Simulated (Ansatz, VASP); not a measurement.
**One calculation of InP, two programs**

```
In P
1.0
     0.00000    2.89840    2.89840
     2.89840    0.00000    2.89840
     2.89840    2.89840    0.00000
In P
1 1
Cartesian
  0.0000 0.0000 0.0000
  4.3476 4.3476 4.3476
```

Alike in both runs: functional PBE; k mesh 10 × 10 × 10; no spin polarisation.

Ansatz relaxed the structure, and its values are those at the end. VASP's run is a single point on that final structure, the one shown.

```csv
,VASP,Ansatz
version,VASP 6.6.1,Ansatz 0.2.0
potentials or method,"VASP PAW PBE potentials, release 64 (In_d, P)","scalar-relativistic, plane waves, PAW"
plane-wave cutoff (eV),520,420
occupations,"gaussian, width 0.01 eV",fixed
valence electrons in the cell,18,18
```

VASP gave:

| Item | Value |
| --- | --- |
| gap on the k mesh at the Fermi level (eV) | 0.89 |
| least direct gap on the mesh (eV) | 0.89 |
| pressure (GPa) | 5.9 |

Task: Which values does Ansatz return?

Result: gap on the k mesh at the Fermi level (eV): 0.90; least direct gap on the mesh (eV): 0.90; pressure (GPa): 6.0.

Caveats: spin-orbit coupling is left out, which moves the levels of the heavy elements. Expect the measured gap to be larger: semilocal functionals such as PBE lack the derivative discontinuity.
